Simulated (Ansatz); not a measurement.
# ZnO: the cost of one run

Code: Ansatz 0.2.0. Linear response, PAW datasets, plane waves. No spin polarisation and no zero-point or thermal motion.

## 1. Starting point

The cell was relaxed beforehand with PBEsol.

It is hexagonal, P6_3mc (No. 186); conventional cell a = 3.231 Å, c = 5.213 Å, 11.78 Å³ an atom. Zn has 4 O at 1.97–1.98 Å; O has 4 Zn at 1.97–1.98 Å.

Structure file:

```xyz
4
Lattice="3.2307 0.0000 0.0000 -1.6153 2.7979 0.0000 0.0000 0.0000 5.2126" Properties=species:S:1:pos:R:3 pbc="T T T"
Zn    0.0000    1.8652   -0.0110
Zn    1.6153    0.9326    2.5953
O     0.0000    1.8652    1.9657
O     1.6153    0.9326    4.5720
```

## 2. Zone-centre modes, PBEsol

File input.yaml:

```yaml
crystal:
  lattice:
    - [3.2306942438, 1.0e-10, 0.0]
    - [-1.6153471219, 2.7978632869, 0.0]
    - [0.0, 0.0, 5.2125960143]
  atoms:
    - { symbol: Zn, position: [0.3333333333, 0.6666666667, -0.0021048158] }
    - { symbol: Zn, position: [0.6666666667, 0.3333333333, 0.4978951842] }
    - { symbol: O, position: [0.3333333333, 0.6666666667, 0.3771048158] }
    - { symbol: O, position: [0.6666666667, 0.3333333333, 0.8771048158] }
kpoints:
  mp_grid: { grid: [9, 9, 4] }
hamiltonian:
  xc: pbesol
scf:
  occupations: { method: fixed }
phonons:
  method: dfpt
  dielectric: true
  qpoints: [[0, 0, 0]]
  rigid_motions: translations
```

The run is started by

```console
ansatz run input.yaml --threads 4 --pin off --max-ram 7372MiB --backend cpu --events-out ev --progress --plain --runs-dir out
```

**Question.** How long does this run take on 4 threads of Arm Neoverse V1, shared host, and how much memory does it need?

About 46 s, with a peak of 0.88 GiB.
